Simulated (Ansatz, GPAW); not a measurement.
TlBr: GLLB-SC, run from Python

These are simulated results from GPAW 26.7.0, not measurements. The cell was built from a prototype and was relaxed with r2SCAN in plane waves (Ansatz 0.2.0). Not every such cell is a known phase. All runs are without spin polarisation.

It is cubic, Pm-3m (No. 221); conventional cell a = 3.995 Å, 31.88 Å³ an atom. Tl has 8 Br at 3.46 Å; Br has 8 Tl at 3.46 Å.

GLLB-SC is a model potential. Its fundamental gap is the Kohn-Sham gap plus a derivative discontinuity, which the script evaluates at the band edges among the listed k points. Its total energy isn't variational and serves nothing here.

The script, run.py:

```python
import json
from ase import Atoms
from gpaw import GPAW, PW, FermiDirac

atoms = Atoms(['Tl', 'Br'],
              cell=[[3.99490641, 0.0, 0.0], [0.0, 3.99490641, 0.0], [0.0, 0.0, 3.99490641]],
              scaled_positions=[[0.0, 0.0, 0.0], [0.5, 0.5, 0.5]],
              pbc=True)
calc = GPAW(mode=PW(400), xc='GLLBSC', kpts={'size': (4, 4, 4), 'gamma': True},
            occupations=FermiDirac(0.02), maxiter=100, legacy_gpaw=True, txt='gpaw.txt')
atoms.calc = calc
res = {'energy': atoms.get_potential_energy(force_consistent=True)}
res['electrons'] = calc.get_number_of_electrons()
res['k'] = calc.get_ibz_k_points().tolist()
res['levels'] = [calc.get_eigenvalues(kpt=i).tolist() for i in range(len(res['k']))]
points = [[0.0, 0.0, 0.0], [0.0, 0.5, 0.0], [0.5, 0.5, 0.0], [0.5, 0.5, 0.5], [0.0, 0.0, 0.5]]
bands = calc.fixed_density(kpts=points, symmetry='off', nbands=round(res['electrons']) // 2 + 6, convergence={'bands': -2}, txt='bands.txt')
res['points'] = [bands.get_eigenvalues(kpt=i).tolist() for i in range(len(points))]
homo, lumo = bands.get_homo_lumo()
potential = calc.hamiltonian.xc.response.calculate_discontinuity_potential(homo, lumo)
res['discontinuity'] = bands.hamiltonian.xc.response.calculate_discontinuity(potential)
json.dump(res, open('results.json', 'w'))
print('free energy (eV):', round(res['energy'], 5))
```

Command: `python run.py`. It took 7.3 s on 1 thread of Arm Neoverse V1 (shared host), peak memory 0.15 GiB.

The log gpaw.txt, trimmed of paths, versions and times, then the last line on the terminal. An iter line gives the energy in eV and the logarithms of the changes of orbitals (plane waves alone) and density (c: converged):

```
___ ___ ___ _ _ _
 |   |   |_  | | | |

 | | | | | . | | | |

 |__ |  _|___|_____|  26.7.0
 |___|_|

Input parameters:
  kpts: {gamma: True,
         size: (4, 4, 4)}
  maxiter: 100
  mode: {ecut: 400.0,
         name: pw}
  occupations: {fixmagmom: False,
                name: fermi-dirac,
                width: 0.02}
  xc: GLLBSC

System changes: positions, numbers, cell, pbc, initial_charges, initial_magmoms

Initialize ...

species:
  Tl:
    name:    Thallium
    Z:       81.0
    valence: 13
    core:    68
    charge:  0.0  # [|e|]
    compensation charges:
      type: gauss
      rc: 0.38  # [Å]
      lmax: 2
    cutoffs:
      filter: 2.11  # [Å]
      core: 2.55  # [Å]
    projectors
    | kind |    occ | energy [eV] | rcut [Å] |

    |------|--------|-------------|----------|

    |   6s |  2.000 |      -9.910 |    1.212 |

    |   6p |  1.000 |      -2.880 |    1.270 |

    |   5d | 10.000 |     -16.502 |    1.191 |

    |    s |        |      17.302 |    1.212 |

    |    p |        |      24.332 |    1.270 |

    |    d |        |      10.709 |    1.191 |

    Using partial waves for Tl as LCAO basis

  Br:
    name:    Bromine
    Z:       35.0
    valence: 7
    core:    28
    charge:  0.0  # [|e|]
    compensation charges:
      type: gauss
      rc: 0.35  # [Å]
      lmax: 2
    cutoffs:
      filter: 1.98  # [Å]
      core: 2.38  # [Å]
    projectors
    | kind |    occ | energy [eV] | rcut [Å] |

    |------|--------|-------------|----------|

    |   4s |  2.000 |     -23.401 |    1.111 |

    |   4p |  5.000 |     -11.410 |    1.111 |

    |    s |        |       3.810 |    1.111 |

    |    p |        |      15.801 |    1.111 |

    |    d |        |       0.000 |    1.111 |

    Using partial waves for Br as LCAO basis

Reference energy: -620755.006064  # eV

Spin-paired calculation

Convergence criteria:
 Maximum [total energy] change in last 3 cyles: 0.0005 eV / valence electron
 Maximum integral of absolute [dens]ity change: 0.0001 electrons / valence electron
 Maximum integral of absolute [eigenst]ate change: 4e-08 eV^2 / valence electron
 Maximum number of scf [iter]ations: 100
 (Square brackets indicate name in SCF output, whereas a 'c' in
 the SCF output indicates the quantity has converged.)

Symmetries present (total): 48

  ( 1  0  0)  ( 1  0  0)  ( 1  0  0)  ( 1  0  0)  ( 1  0  0)  ( 1  0  0)
  ( 0  1  0)  ( 0  1  0)  ( 0  0  1)  ( 0  0  1)  ( 0  0 -1)  ( 0  0 -1)
  ( 0  0  1)  ( 0  0 -1)  ( 0  1  0)  ( 0 -1  0)  ( 0  1  0)  ( 0 -1  0)

  ( 1  0  0)  ( 1  0  0)  ( 0  1  0)  ( 0  1  0)  ( 0  1  0)  ( 0  1  0)
  ( 0 -1  0)  ( 0 -1  0)  ( 1  0  0)  ( 1  0  0)  ( 0  0  1)  ( 0  0  1)
  ( 0  0  1)  ( 0  0 -1)  ( 0  0  1)  ( 0  0 -1)  ( 1  0  0)  (-1  0  0)

  ( 0  1  0)  ( 0  1  0)  ( 0  1  0)  ( 0  1  0)  ( 0  0  1)  ( 0  0  1)
  ( 0  0 -1)  ( 0  0 -1)  (-1  0  0)  (-1  0  0)  ( 1  0  0)  ( 1  0  0)
  ( 1  0  0)  (-1  0  0)  ( 0  0  1)  ( 0  0 -1)  ( 0  1  0)  ( 0 -1  0)

  ( 0  0  1)  ( 0  0  1)  ( 0  0  1)  ( 0  0  1)  ( 0  0  1)  ( 0  0  1)
  ( 0  1  0)  ( 0  1  0)  ( 0 -1  0)  ( 0 -1  0)  (-1  0  0)  (-1  0  0)
  ( 1  0  0)  (-1  0  0)  ( 1  0  0)  (-1  0  0)  ( 0  1  0)  ( 0 -1  0)
[... 6 lines left out ...]
  (-1  0  0)  (-1  0  0)  ( 1  0  0)  ( 1  0  0)  ( 0  0  1)  ( 0  0  1)
  ( 0  1  0)  ( 0 -1  0)  ( 0  0  1)  ( 0  0 -1)  ( 1  0  0)  (-1  0  0)

  ( 0 -1  0)  ( 0 -1  0)  ( 0 -1  0)  ( 0 -1  0)  (-1  0  0)  (-1  0  0)
  ( 0  0 -1)  ( 0  0 -1)  (-1  0  0)  (-1  0  0)  ( 0  1  0)  ( 0  1  0)
  ( 1  0  0)  (-1  0  0)  ( 0  0  1)  ( 0  0 -1)  ( 0  0  1)  ( 0  0 -1)

  (-1  0  0)  (-1  0  0)  (-1  0  0)  (-1  0  0)  (-1  0  0)  (-1  0  0)
  ( 0  0  1)  ( 0  0  1)  ( 0  0 -1)  ( 0  0 -1)  ( 0 -1  0)  ( 0 -1  0)
  ( 0  1  0)  ( 0 -1  0)  ( 0  1  0)  ( 0 -1  0)  ( 0  0  1)  ( 0  0 -1)

64 k-points: 4 x 4 x 4 Monkhorst-Pack grid + [1/8,1/8,1/8]
10 k-points in the irreducible part of the Brillouin zone
       k-points in crystal coordinates                weights
   0:     0.00000000    0.00000000    0.00000000          1/64
   1:     0.25000000    0.00000000    0.00000000          6/64
   2:     0.25000000    0.25000000    0.00000000         12/64
   3:     0.25000000    0.25000000    0.25000000          8/64
   4:     0.50000000    0.00000000    0.00000000          3/64
   5:     0.50000000    0.25000000    0.00000000         12/64
   6:     0.50000000    0.25000000    0.25000000         12/64
   7:     0.50000000    0.50000000    0.00000000          3/64
   8:     0.50000000    0.50000000    0.25000000          6/64
   9:     0.50000000    0.50000000    0.50000000          1/64

Wave functions: Plane wave expansion
  Cutoff energy: 400.000 eV
  Number of coefficients (min, max): 1088, 1189
  Pulay-stress correction: 0.000000 eV/Ang^3 (de/decut=0.000000)
  Using FFTW library
  ScaLapack parameters: grid=1x1, blocksize=None
  Wavefunction extrapolation:
    Improved wavefunction reuse through dual PAW basis

Occupation numbers: Fermi-Dirac:
  width: 0.0200  # eV

Eigensolver
   Davidson(niter=2)

Densities:
  Coarse grid: 20*20*20 grid
  Fine grid: 40*40*40 grid
  Total Charge: 0.000000

Density mixing:
  Method: separate
  Backend: msr1
  Linear mixing parameter: 0.05
  old densities: 10
  Width of damping distribution: 1.1
  Damping of long wavelength oscillations: 20

Hamiltonian:
  XC and Coulomb potentials evaluated on a 40*40*40 grid
  Using the GLLBSC Exchange-Correlation functional
  External potential:
    NoExternalPotential

XC parameters: GLLBSC functional being used consists of
  -----------------------------------------------------------------------
  | Weight | Module     | Description                                   |

  -----------------------------------------------------------------------
  |  1.000 | SCREENING  | GGA_X_PBE_SOL with 2 nearest neighbor stencil |

  |  1.000 | RESPONSE   | eps=0.0500 eV                                 |

  |  1.000 | XC         | GGA_C_PBE_SOL with 2 nearest neighbor stencil |

  -----------------------------------------------------------------------

Memory estimate:
  Process memory now: 112.43 MiB
  Calculator: 10.43 MiB
    Density: 4.34 MiB
      Arrays: 1.59 MiB
      Localized functions: 1.53 MiB
      Mixer: 1.22 MiB
    Hamiltonian: 1.07 MiB
      Arrays: 1.04 MiB
      XC: 0.00 MiB
      Poisson: 0.00 MiB
      vbar: 0.04 MiB
    Wavefunctions: 5.02 MiB
      Arrays psit_nG: 2.36 MiB
      Eigensolver: 0.35 MiB
      Projections: 0.06 MiB
      Projectors: 1.76 MiB
      PW-descriptor: 0.49 MiB

Total number of cores used: 1

Number of atoms: 2
Number of atomic orbitals: 13
Number of bands in calculation: 13
Number of valence electrons: 20
Bands to converge: occupied

... initialized

Initializing position-dependent things.

Density initialized from atomic densities
Creating initial wave functions:
  13 bands from LCAO basis set

   .---------.
  /|         |

 * |         |

 | |         |

 | |   Br    |

 | .---------.
 |/         /
 Tl--------*
Positions:
   0 Tl     0.000000    0.000000    0.000000    ( 0.0000,  0.0000,  0.0000)
   1 Br     1.997453    1.997453    1.997453    ( 0.0000,  0.0000,  0.0000)

Unit cell:
           periodic     x           y           z      points  spacing
  1. axis:    yes    3.994906    0.000000    0.000000    20     0.1997
  2. axis:    yes    0.000000    3.994906    0.000000    20     0.1997
  3. axis:    yes    0.000000    0.000000    3.994906    20     0.1997

  Lengths:   3.994906   3.994906   3.994906
  Angles:   90.000000  90.000000  90.000000

Effective grid spacing dv^(1/3) = 0.1997

iter:   1    -7.802716
iter:   2    -6.569659   -1.18  -1.23
iter:   3    -6.573508   -2.18  -1.38
iter:   4    -6.133280   -1.87  -1.46
iter:   5    -6.312153   -2.60  -1.64
iter:   6    -6.183075   -3.10  -1.69
iter:   7    -6.111542   -3.11  -1.95
iter:   8    -6.103637   -4.26  -2.17
iter:   9    -6.088052   -5.07  -2.20
iter:  10    -6.080856   -4.84  -2.43
iter:  11    -6.067958   -4.37  -2.52
iter:  12    -6.066177   -5.18  -3.46
iter:  13    -6.065846c  -6.67  -3.71
iter:  14    -6.068169c  -6.87  -3.63
iter:  15    -6.068388c  -7.73c -4.41c

Converged after 15 iterations.

Energy contributions relative to reference atoms: (reference = -620755.006064)

Kinetic:        +25.099001
Potential:      -24.210999
External:        +0.000000
XC:              -7.241247
Entropy (-ST):   -0.000000
Local:           +0.284857
SIC:             +0.000000
--------------------------
Free energy:     -6.068388
Extrapolated:    -6.068388

GLLBSC response reference energy: 1.50012 eV (from HOMO)

Showing only first 2 kpts
 Kpt  Band  Eigenvalues  Occupancy
  0     8      0.18954    2.00000
  0     9      0.18954    2.00000
  0    10      9.09694    0.00000
  0    11      9.09694    0.00000

  1     8      0.39513    2.00000
  1     9      0.65036    2.00000
  1    10      6.03370    0.00000
  1    11      8.37535    0.00000

Fermi level: 2.07152

Gap: 2.472 eV
Transition (v -> c):
  (s=0, k=4, n=9, [0.50, 0.00, 0.00]) -> (s=0, k=4, n=10, [0.50, 0.00, 0.00])
No difference between direct/indirect transitions

free energy (eV): -6.06839
```

The gap in the log is over the mesh alone; results.json adds the listed points. GLLB-SC gives a gap of 3.56 eV (2.472 eV Kohn-Sham over the listed points plus 1.086 eV discontinuity). On the same cell, plane-wave PBE (Ansatz, 6×6×6 k points and the special points) gives a gap of 1.88 eV and r2SCAN a gap of 2.33 eV; on shared hosts these took about 2 and 4.1 core-seconds on the 2-atom cell, against 7.3 for the script. Spin-orbit coupling, left out in all these runs, can cut or reorder the gap by tenths of an eV, up to about 1 eV with Pb or Bi.

Spin-orbit coupling is left out; in compounds of Pb, Bi, Tl or Hg it can lower a gap by up to about 1 eV, split its edges or invert the bands.
